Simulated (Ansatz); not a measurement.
TePt:

```
Pt Te
1.0
     1.98157    1.14406    6.66103
    -1.98157    1.14406    6.66103
     0.00000   -2.28812    6.66103
Pt Te
2 2
Direct
  0.12967 0.12967 0.12967
  0.87033 0.87033 0.87033
  0.40200 0.40200 0.40200
  0.59800 0.59800 0.59800
```

- Program: Ansatz 0.2.0
- Task: relaxation of cell and atoms
- Functional: PBE
- Potentials or basis: Ansatz PAW
- Cutoff: 420 eV (not typed: the program's choice for these potentials)
- k mesh: 8 × 8 × 8
- Occupations: fermi-dirac, width 0.05 eV
- Spin: no spin polarisation

At the start: volume 22.65 Å³/atom.

Where does the relaxation end?

It ends after 6 steps and the volume is 23.90 Å³/atom (+5.5 %); space group R-3m (No. 166, to 0.05 Å).

Step by step:
```
step  energy change (eV)  largest force (eV/Å)  volume (Å³)
   1              0.0000                0.3809        90.60
   2             -0.0582                0.0410        95.57
   3             -0.0583                0.0396        95.72
   4             -0.0584                0.0148        95.73
   5             -0.0586                0.0060        95.61
   6             -0.0598                0.0062        95.61
```

Final structure:
```xyz
4
Lattice="2.0085 1.1596 6.8419 -2.0085 1.1596 6.8419 0.0000 -2.3192 6.8419" Properties=species:S:1:pos:R:3 pbc="T T T"
Pt    0.0000    0.0000    2.6808
Pt    0.0000    0.0000   17.8449
Te    0.0000    0.0000    8.2870
Te    0.0000    0.0000   12.2387
```

Caveat: the plane-wave basis is chosen anew once the cell has moved, so the energies of steps on either side of that aren't comparable.
